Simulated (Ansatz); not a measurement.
# Si: the cost of one run

Method: DFT LDA, scalar-relativistic, plane waves, PAW, in Ansatz 0.2.0.

19 further runs of the same task are left out: 19 set aside as unsound or not needed.

## Step 1: The structure to begin with

The structure is trigonal, space group P3m1 (No. 156). Conventional cell: a = 3.820 Å, b = 3.820 Å, c = 20.877 Å, α = 90.00°, β = 90.00°, γ = 120.00°. Si (site symmetry 3m) is surrounded by 3 Si at 2.34 Å. Si (site symmetry 3m) is surrounded by 4 Si at 2.34 to 2.46 Å. Si (site symmetry 3m) is surrounded by 4 Si at 2.30 to 2.46 Å. Around Si (site symmetry 3m) lie 3 Si at 2.30 Å. Si (site symmetry 3m) is surrounded by 7 Si at 3.82 to 3.97 Å.

As a file:

```
CELL_PARAMETERS angstrom
3.81975 0.00000 0.00000
-1.90988 3.30800 0.00000
0.00000 0.00000 20.87747
ATOMIC_POSITIONS crystal
Si 0.33333 0.66667 0.19159
Si 0.00000 0.00000 0.22894
Si 0.00000 0.00000 0.34659
Si 0.66667 0.33333 0.37732
Si 0.66667 0.33333 0.56748
```

This is the geometry of the first run shown, built on a cell relaxed beforehand with the same method.

## Step 2: The scan

Atoms count from 1 in the order of the input.

Si is moved along a line over the surface and along the normal, above a rigid substrate.

- position of Si5 along the long diagonal of the hexagonal surface cell, from above Si4: 9 values from 0.00 to 5.88 Å, periodic
- height of Si5 above the plane of Si4: 8 values from −0.19 to 3.97 Å

Nothing else is relaxed. Points are written as (first, second).

## Step 3: Grid point (0.00 Å, 3.97 Å)

A dipole layer in the vacuum cancels the field that periodic copies would set up if the slab's two faces differ.

Input file input.yaml:

```yaml
crystal:
  lattice:
    - [3.8197534856, 0.0, 0.0]
    - [-1.9098767428, 3.3080035547, 0.0]
    - [0.0, 0.0, 20.8774703619]
  atoms:
    - { symbol: Si, position: [0.3333333333, 0.6666666667, 0.1915940931] }
    - { symbol: Si, position: [0.0, 0.0, 0.2289407592] }
    - { symbol: Si, position: [0.0, 0.0, 0.3465910495] }
    - { symbol: Si, position: [0.6666666667, 0.3333333333, 0.3773191975] }
    - { symbol: Si, position: [0.6666666667, 0.3333333333, 0.5674763348], spin: 2.0 }
basis:
  ecutwfc: 420
kpoints:
  mp_grid: { grid: [9, 9, 1] }
hamiltonian:
  xc: lda
scf:
  occupations: { method: gaussian, width: 0.05 }
output:
  forces: true
  eigenvalues: true
  populations: true
magnetization:
  spin_polarized: true
efield:
  axis: 3
  dipole_correction: true
  ramp_width: 0.04
```

Command:

```
$ ansatz run input.yaml --threads 1 --pin off --max-ram 3072MiB --backend cpu --events-out ev --progress --plain --runs-dir out
```

**Question.** How long does this run take on 1 thread of Intel Xeon 6975P-C (Granite Rapids), shared host, and how much memory does it need?

About 14 s, with a peak of 0.45 GiB.
